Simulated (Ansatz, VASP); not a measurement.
**Two plane-wave programs on BN**

```xyz
4
Lattice="2.4829 0.0000 0.0000 -1.2415 2.1503 0.0000 0.0000 0.0000 6.8095" Properties=species:S:1:pos:R:3 pbc="T T T"
B     0.0000    1.4335    1.7024
B     1.2415    0.7168    5.1071
N     0.0000    1.4335    5.1071
N     1.2415    0.7168    1.7024
```

Alike in both runs: task single point; functional PBEsol; k mesh 12 × 12 × 4; occupations gaussian, width 0.05 eV; no spin polarisation.

|  | VASP | Ansatz |
| --- | --- | --- |
| version | VASP 6.6.1 | Ansatz 0.2.0 |
| potentials or method | VASP PAW PBE potentials, release 64 (B, N) | scalar-relativistic, plane waves, PAW |
| plane-wave cutoff (eV) | 520 | 520 |
| valence electrons in the cell | 16 | 16 |

```csv
,VASP,Ansatz,Ansatz less VASP
gap on the k mesh at the Fermi level (eV),4.25,4.26,+0.007
least direct gap on the mesh (eV),4.65,4.65,+0.003
pressure (GPa),6.8,6.3,-0.46
largest component of the traceless stress (GPa),6.44,5.82,-0.617
```

Ansatz warned: «pseudo_functional_mismatch».

Caveats: the PAW data sets were made with another functional, which shifts forces and pressure a little (VASP); this functional lacks dispersion, which binds the layers, so the pressure and a relaxed spacing across them are unreliable. A k mesh can miss the band edges.
